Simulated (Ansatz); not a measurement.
Runs of Ansatz 0.2.0 on Gd. Symmetry: P6_3/mmc, No. 194, hexagonal system. The conventional cell has a = 3.636 Å, b = 3.636 Å, c = 5.783 Å, α = 90.00°, β = 90.00°, γ = 120.00°. Gd (site symmetry -6m2) has 12 Gd at 3.57 to 3.64 Å as nearest neighbours. 

```csv
level,cutoff (eV),gap on the mesh (eV),pressure (GPa),moment (μB),relaxed volume (Å³/atom)
BLYP,420,none,0.0,14.96,34.82
revPBE,420,none,0.0,15.31,34.95
PBE,420,none,0.0,15.25,33.66
PBEsol,420,none,0.0,15.17,(c)
r2SCAN,500,none,0.0,(b),(a)
RPBE,420,none,0.0,15.34,35.45
```

Alike in all rows: task relaxation of cell and atoms; potentials or basis Ansatz PAW; spin collinear, ferromagnetic start; cell relaxed; k mesh 8 × 8 × 5; smearing fermi-dirac 0.05 eV.

Q: Fill in the values left out.

A: (a) 33.86; (b) 15.88; (c) 31.40.

Caveats: the plane-wave basis is chosen anew once the cell has moved, so the energies of steps on either side of that aren't comparable; spin-orbit coupling is left out, which moves the levels of the heavy elements; the PAW data sets come from PBE, with cores solved anew for the run's functional, which leaves a small shift of forces and pressure (some runs); the magnetic or orbital state may not be the lowest (some runs).

A k mesh can miss the band edges, and the runs leave out spin-orbit coupling on Gd.

A gap of «none» marks a metal or a gap under the smearing width.
